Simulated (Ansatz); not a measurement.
**Sn: convergence and cost**

This session on Sn sets out to see how the occupation rule and width moves the results.

Computed with Ansatz 0.2.0 (DFT r2SCAN, scalar-relativistic, plane waves, PAW, unless a step's input says otherwise).

### 1 The starting structure

It takes space group I4/mmm (No. 139, tetragonal). Conventional cell: a = 3.182 Å, b = 3.182 Å, c = 5.831 Å, α = 90.00°, β = 90.00°, γ = 90.00°. Sn (site symmetry 4/mmm) has 4 Sn at 3.18 Å in its first shell of neighbours.

As a file:

```
CELL_PARAMETERS angstrom
-1.59075 1.59075 2.91565
1.59075 -1.59075 2.91565
1.59075 1.59075 -2.91565
ATOMIC_POSITIONS crystal
Sn 0.00000 0.00000 0.00000
```

The structure comes from the Crystallography Open Database; it is used as listed.

### 2 The base input

input.yaml

```yaml
crystal:
  lattice:
    - [-1.59075, 1.59075, 2.91565]
    - [1.59075, -1.59075, 2.91565]
    - [1.59075, 1.59075, -2.91565]
  atoms:
    - { symbol: Sn, position: [0.0, 0.0, 0.0] }
basis:
  ecutwfc: 500
kpoints:
  mp_grid: { grid: [18, 18, 18] }
hamiltonian:
  xc: r2scan
scf:
  occupations: { method: gaussian, width: 0.1 }
output:
  forces: true
  stress: true
  eigenvalues: true
  populations: true
```

It was run beforehand and gave: -6038.3615 eV/atom at zero smearing, pressure -2.79 GPa, largest force 0.000 eV/Å, no gap on the mesh, in 6 SCF cycles and 36 s.

### 3 Occupation rule and width: Gaussian 0.01 eV

input.yaml

```yaml
crystal:
  lattice:
    - [-1.59075, 1.59075, 2.91565]
    - [1.59075, -1.59075, 2.91565]
    - [1.59075, 1.59075, -2.91565]
  atoms:
    - { symbol: Sn, position: [0.0, 0.0, 0.0] }
basis:
  ecutwfc: 500
kpoints:
  mp_grid: { grid: [18, 18, 18] }
hamiltonian:
  xc: r2scan
scf:
  occupations: { method: gaussian, width: 0.01 }
output:
  forces: true
  stress: true
  eigenvalues: true
```

Launch:

```sh
$ ansatz run input.yaml --threads 1 --pin off --max-ram 2560MiB --backend cpu --events-out ev --progress --plain --runs-dir out
```

### 4 Occupation rule and width set to Gaussian 0.2 eV

input.yaml: that of step 3 with these lines changed.

```diff
@@ -14,3 +14,3 @@
 scf:
-  occupations: { method: gaussian, width: 0.01 }
+  occupations: { method: gaussian, width: 0.2 }
 output:
```

### 5 Occupation rule and width: Fermi–Dirac 0.01 eV

input.yaml: that of step 4 with these lines changed.

```diff
@@ -14,3 +14,3 @@
 scf:
-  occupations: { method: gaussian, width: 0.2 }
+  occupations: { method: fermi_dirac, width: 0.01 }
 output:
```

### 6 Occupation rule and width: Fermi–Dirac 0.1 eV

input.yaml: that of step 5 with these lines changed.

```diff
@@ -14,3 +14,3 @@
 scf:
-  occupations: { method: fermi_dirac, width: 0.01 }
+  occupations: { method: fermi_dirac, width: 0.1 }
 output:
@@ -19 +19,5 @@
   eigenvalues: true
+  write_density: true
+  write_potential: true
+  elf: true
+  volumetric_format: npy
```

### 7 Occupation rule and width set to Fermi–Dirac 0.3 eV

input.yaml: that of step 6 with these lines changed.

```diff
@@ -14,3 +14,3 @@
 scf:
-  occupations: { method: fermi_dirac, width: 0.1 }
+  occupations: { method: fermi_dirac, width: 0.3 }
 output:
@@ -19,5 +19 @@
   eigenvalues: true
-  write_density: true
-  write_potential: true
-  elf: true
-  volumetric_format: npy
```

### 8 Occupation rule and width: Fermi–Dirac 0.5 eV

input.yaml: that of step 7 with these lines changed.

```diff
@@ -14,3 +14,3 @@
 scf:
-  occupations: { method: fermi_dirac, width: 0.3 }
+  occupations: { method: fermi_dirac, width: 0.5 }
 output:
```

### 9 Occupation rule and width set to Methfessel–Paxton 0.01 eV

input.yaml: that of step 8 with these lines changed.

```diff
@@ -14,3 +14,3 @@
 scf:
-  occupations: { method: fermi_dirac, width: 0.5 }
+  occupations: { method: methfessel_paxton, width: 0.01 }
 output:
```

### 10 Occupation rule and width: Methfessel–Paxton 0.02 eV

input.yaml: that of step 9 with these lines changed.

```diff
@@ -14,3 +14,3 @@
 scf:
-  occupations: { method: methfessel_paxton, width: 0.01 }
+  occupations: { method: methfessel_paxton, width: 0.02 }
 output:
```

### 11 Occupation rule and width set to Methfessel–Paxton 0.05 eV

input.yaml: that of step 10 with these lines changed.

```diff
@@ -14,3 +14,3 @@
 scf:
-  occupations: { method: methfessel_paxton, width: 0.02 }
+  occupations: { method: methfessel_paxton, width: 0.05 }
 output:
```

### 12 Occupation rule and width set to Methfessel–Paxton 0.1 eV

input.yaml: that of step 11 with these lines changed.

```diff
@@ -14,3 +14,3 @@
 scf:
-  occupations: { method: methfessel_paxton, width: 0.05 }
+  occupations: { method: methfessel_paxton, width: 0.1 }
 output:
@@ -19 +19,5 @@
   eigenvalues: true
+  write_density: true
+  write_potential: true
+  elf: true
+  volumetric_format: npy
```

### 13 Occupation rule and width set to cold 0.02 eV

input.yaml: that of step 12 with these lines changed.

```diff
@@ -14,3 +14,3 @@
 scf:
-  occupations: { method: methfessel_paxton, width: 0.1 }
+  occupations: { method: cold, width: 0.02 }
 output:
@@ -19,5 +19 @@
   eigenvalues: true
-  write_density: true
-  write_potential: true
-  elf: true
-  volumetric_format: npy
```

### 14 Occupation rule and width set to tetrahedron

input.yaml: that of step 13 with these lines changed.

```diff
@@ -14,3 +14,3 @@
 scf:
-  occupations: { method: cold, width: 0.02 }
+  occupations: { method: tetrahedron }
 output:
```

(Steps that only read results are left out.)

What results come out of these runs, taken together? Wanted: largest energy shift, occupation rule and width.

The runs gave:

```
                                       quantity                              value
largest energy shift, occupation rule and width  -1.17 meV/atom at Fermi–Dirac 0.5
```

What this shows: Smearing shifts the free energy by as much as 232 meV/atom (Fermi–Dirac 0.5); extrapolating to zero width leaves 1.17 at most. For the widths that shift F most, the extrapolation takes out most of the shift. In a metal, forces and stress under tetrahedra need not match the slope of their energy.
